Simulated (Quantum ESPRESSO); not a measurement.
Crystal: Ce.

```
CELL_PARAMETERS angstrom
0.00000 2.58060 2.58060
2.58060 0.00000 2.58060
2.58060 2.58060 0.00000
ATOMIC_POSITIONS crystal
Ce 0.00000 0.00000 0.00000
```

* Program: Quantum ESPRESSO 7.5
* Task: single point
* Functional: PBEsol
* Potentials or basis: SSSP 1.3 efficiency PBE
* Cutoff: 748 eV
* Density cutoff: 5987 eV
* k mesh: 9 × 9 × 9
* Occupations: fermi-dirac, width 0.05 eV
* Spin: collinear spin, ferromagnetic start
* Starting moments: [1.0] μB

On this cell: pressure -7.6 GPa; net moment 0.76 μB per cell; site moments Ce +0.67 μB; band gap on the k mesh none (metal or under the smearing width).

The same run follows on a disturbed copy (cell strained at random at fixed volume):

```xyz
1
Lattice="0.0078 2.5677 2.6095 2.5391 0.0109 2.6065 2.5684 2.5940 -0.0185" Properties=species:S:1:pos:R:3 pbc="T T T"
Ce   -0.0194   -0.0320   -0.0127
```

**Question.** What changes?

**Answer.** The energy (extrapolated to zero smearing) moves by +1.6 meV/atom; pressure -7.5 GPa; net moment 0.76 μB per cell; site moments Ce +0.67 μB; band gap on the k mesh none (metal or under the smearing width).

Stress tensor (GPa, compression positive):
```
-7.26 -0.35  0.18
-0.35 -7.50  0.12
 0.18  0.12 -7.85
```

Caveats: the potentials were made for another functional, which shifts forces and pressure; the magnetic or orbital state may not be the lowest; spin-orbit coupling is left out, which moves the levels of the heavy elements.
